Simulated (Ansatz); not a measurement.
System: LiF (rock salt type), 2 atoms in the cell.

```yaml
crystal:
  lattice:
    - [0.00000, 2.03500, 2.03500]
    - [2.03500, 0.00000, 2.03500]
    - [2.03500, 2.03500, 0.00000]
  atoms:
    - { symbol: Li, position: [0.00000, 0.00000, 0.00000] }
    - { symbol: F, position: [0.50000, 0.50000, 0.50000] }
```
Lattice in Å, positions in fractions of it.

The calculation used HSE06, plane waves, PAW datasets (generated soft set 1) (Ansatz 0.2.0 development build).

Cutoff 420 eV; exchange singularity: regularized; k-mesh 6×6×6 Γ-centred; Fermi–Dirac smearing of 0.02 eV; no spin polarisation.

Problem. How large is the gap on this mesh, is it direct, and where do the band edges lie (fractions of the reciprocal vectors of this cell)?

Solution. 11.11 eV, direct at (0.000, 0.000, 0.000).

Problem. List the levels near the gap at (0.000, 0.000, 0.000), (0.000, 0.000, 0.167), (0.000, 0.167, 0.167), (0.000, 0.333, -0.500), in eV from the top of the valence band (v1 is the highest filled band, c1 the lowest empty one).

Solution. 
```csv
k,v4,v3,v2,v1,c1,c2,c3
"(0.000, 0.000, 0.000)",-21.48,0.00,0.00,0.00,11.11,26.28,26.28
"(0.000, 0.000, 0.167)",-21.38,-0.72,-0.06,-0.06,11.86,21.76,23.98
"(0.000, 0.167, 0.167)",-21.34,-0.69,-0.26,-0.26,12.25,22.61,23.46
"(0.000, 0.333, -0.500)",-20.87,-2.59,-1.19,-0.82,16.23,18.07,20.35
```
